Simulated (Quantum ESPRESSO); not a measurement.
# BN: equation of state with PBE

**The experiment to reproduce.**

“Effect of nanostructuration on compressibility of cubic BN”, 2012, arxiv:1208.3664 quotes, for a bulk crystal of BN at 300 K: bulk modulus 395 ± 2 GPa.

BN:

```
N B
1.0
     0.00000    1.81300    1.81300
     1.81300    0.00000    1.81300
     1.81300    1.81300    0.00000
N B
1 1
Direct
  0.25000 0.25000 0.25000
  0.00000 0.00000 0.00000
```

The cell is a database's computed one.

```
Program             : Quantum ESPRESSO 7.5
Task                : equation of state
Functional          : PBE
Potentials or basis : PseudoDojo 0.4.1 SR PBE standard
Cutoff              : 1143 eV
Density cutoff      : 4572 eV
k mesh              : 13 × 13 × 13
Occupations         : fermi-dirac, width 0.05 eV
Spin                : no spin polarisation
Mixing beta         : 0.5
Most SCF iterations : 120
SCF threshold       : 4e-10 Ry
```

- Equilibrium volume: 5.95 Å³/atom
- Bulk modulus: 371 GPa
- Pressure derivative of the bulk modulus: 3.7

Energy against volume, from the lowest point:
```
volume (Å³/atom)  energy (meV/atom)
           5.602              25.40
           5.721              10.51
           5.840               2.24
           5.959               0.00
           6.078               3.24
           6.198              11.48
           6.317              24.26
```

All runs of the series together: 32 s on 1 thread of Intel(R) Xeon(R) 6985P-C CPU @ 2.30GHz (Granite Rapids), with other jobs on the host.

Against the measured bulk modulus of BN, 395 GPa (300 K; quoted in “Effect of nanostructuration on compressibility of cubic BN”, 2012, arxiv:1208.3664), the calculated 371 GPa is off by -6.0 %. The fit is for a static lattice scaled at fixed shape and fixed fractional positions.
